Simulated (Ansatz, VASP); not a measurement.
Nb2H3 in VASP and in Ansatz

INCAR

```
SYSTEM = Nb2H3
PREC = Accurate
ENCUT = 520
EDIFF = 1E-6
ISMEAR = 0
SIGMA = 0.1
LREAL = .FALSE.
LASPH = .TRUE.
NELM = 80
ALGO = Normal
ISIF = 2
LWAVE = .FALSE.
LCHARG = .FALSE.
GGA = PE
NBANDS = 22
```

The input KPOINTS:

```
Automatic mesh
0
G
  6 6 4
  0 0 0
```

File POSCAR:

```
Nb2H3
1.0
    3.3091608084      0.0000000000      0.0000000000
   -1.6545804042      2.8658173252      0.0000000000
    0.0000000000      0.0000000000      5.1485166892
Nb H
2 3
Direct
    0.3333333333      0.6666666667      0.2450000000
    0.6666666667      0.3333333333      0.7550000000
    0.0000000000      0.0000000000      0.0000000000
    0.3333333333      0.6666666667      0.6450000000
    0.6666666667      0.3333333333      0.3550000000
```

Input for Ansatz:

```yaml
crystal:
  lattice:
    - [3.3091608084, 0.0, 0.0]
    - [-1.6545804042, 2.8658173252, 0.0]
    - [0.0, 0.0, 5.1485166892]
  atoms:
    - { symbol: Nb, position: [0.3333333333, 0.6666666667, 0.245] }
    - { symbol: Nb, position: [0.6666666667, 0.3333333333, 0.755] }
    - { symbol: H, position: [0.0, 0.0, 0.0] }
    - { symbol: H, position: [0.3333333333, 0.6666666667, 0.645] }
    - { symbol: H, position: [0.6666666667, 0.3333333333, 0.355] }
basis:
  ecutwfc: 420
kpoints:
  mp_grid: { grid: [6, 6, 4] }
hamiltonian:
  xc: pbe
scf:
  occupations: { method: gaussian, width: 0.1 }
  lower_state_search: "off"
output:
  forces: true
  stress: true
  eigenvalues: true
```

Alike in both runs: task single point; functional PBE; k mesh 6 × 6 × 4; occupations gaussian, width 0.1 eV; no spin polarisation.

|  | VASP | Ansatz |
| --- | --- | --- |
| version | VASP 6.6.1 | Ansatz 0.2.0 |
| potentials or method | VASP PAW PBE potentials, release 64 (Nb_sv, H) | scalar-relativistic, plane waves, PAW |
| plane-wave cutoff (eV) | 520 | 420 |
| valence electrons in the cell | 29 | 29 |

Ansatz gave:

* gap on the k mesh at the Fermi level (eV): none
* pressure (GPa): -15.0
* largest component of the traceless stress (GPa): 2.12
* rms of the force components (eV/Å): 0.280

Estimate VASP's values.

gap on the k mesh at the Fermi level (eV): none; pressure (GPa): -15.3; largest component of the traceless stress (GPa): 2.13; rms of the force components (eV/Å): 0.279.

Atom by atom the forces differ by 0.001 eV/Å (rms over components). A gap of «none» marks a metal or a gap that the smearing closes.

Caveats: the k mesh is coarse (spacing up to 0.37 Å⁻¹), so the values aren't converged; so large a pressure means that the cell lies far from this level's equilibrium, or that cutoff or potentials fall short (VASP).
